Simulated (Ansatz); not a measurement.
**CoSi: the crystal squeezed far**

How does CoSi (WC type) answer strong compression? Methods of the runs shown: PAW.

Computed with Ansatz 0.2.0 (DFT, PBE, PAW with Ansatz's default frozen-core files, scalar-relativistic, unless a step's input says otherwise).

**1. Starting point**

Symmetry: P-6m2, No. 187, hexagonal system. The conventional cell has a = 3.027 Å, b = 3.027 Å, c = 2.967 Å, α = 90.00°, β = 90.00°, γ = 120.00°. Around Co (site symmetry -6m2) lie 6 Si at 2.29 Å. Around Si (site symmetry -6m2) lie 6 Co at 2.29 Å.

Structure file:

```xyz
2
Lattice="3.0272 0.0000 0.0000 -1.5136 2.6217 0.0000 0.0000 0.0000 2.9667" Properties=species:S:1:pos:R:3 pbc="T T T"
Co    0.0000    0.0000    0.0000
Si    0.0000    1.7478    1.4833
```

Whether this phase is the stable one at these pressures isn't tested.

Atoms are numbered in the order of the input: Co1, Si2.

**2. Cell relaxed at zero pressure, PAW**

Input file input.yaml:

```yaml
crystal:
  lattice:
    - [3.0272437684, 0.0, 0.0]
    - [-1.5136218842, 2.6216700069, 0.0]
    - [0.0, 0.0, 2.966698893]
  atoms:
    - { symbol: Co, position: [0.0, 0.0, 0.0] }
    - { symbol: Si, position: [0.3333333333, 0.6666666667, 0.5] }
kpoints:
  mp_grid: { grid: [16, 16, 14] }
scf:
  occupations: { method: fermi_dirac, width: 0.05 }
hamiltonian:
  xc: pbe
  pseudopotentials: { kind: paw }
output:
  forces: true
  stress: true
relax:
  f_tol: 0.005
  max_steps: 40
  cell: {}
```

On the command line:

```sh
$ ansatz run input.yaml --threads 1 --pin off --max-ram 2048MiB --backend cpu --events-out ev --progress --plain --runs-dir out
```

After this run come: Volume scaled by 1, PAW; Shape and atoms relaxed at 0.94 of the volume, PAW; Volume scaled by 0.94, PAW; Shape and atoms relaxed at 0.88 of the volume, PAW; Volume scaled by 0.88, PAW; Shape and atoms relaxed at 0.8 of the volume, PAW; Volume scaled by 0.8, PAW; Shape and atoms relaxed at 0.72 of the volume, PAW; Volume scaled by 0.72, PAW; Volume scaled by 0.72, PAW (cutoff 600 eV); Shape and atoms relaxed at 0.64 of the volume, PAW; Volume scaled by 0.64, PAW; Shape and atoms relaxed at 0.55 of the volume, PAW; Volume scaled by 0.55, PAW; Volume scaled by 0.55, PAW (cutoff 800 eV).

Before running it: what results should come out? Wanted: PAW pressure at 0.55 of the volume; fitted bulk modulus at zero pressure.

As calculated:

| quantity | value |
| --- | --- |
| PAW pressure at 0.55 of the volume | 287.0 GPa |
| PAW (cutoff 800 eV) pressure at 0.55 of the volume | 286.9 GPa |
| fitted bulk modulus at zero pressure (PAW) | 184 GPa |
| its pressure derivative | 3.28 |

**Reading.** At 0.55 of the starting volume PAW gives 287 GPa. A third-order Birch-Murnaghan curve fits the range only roughly (B₀ = 184 GPa, B′ = 3.28, misfit at most 21.26 GPa). A fit over so wide a range leans to the high pressures, so B₀ can be off by several per cent. No all-electron run checks these rows here, and frozen cores can fail under such compression. The ions are at rest, and the electrons smeared by 0.05 eV. Spin polarisation is left out here, though a magnetic state may lie well lower.
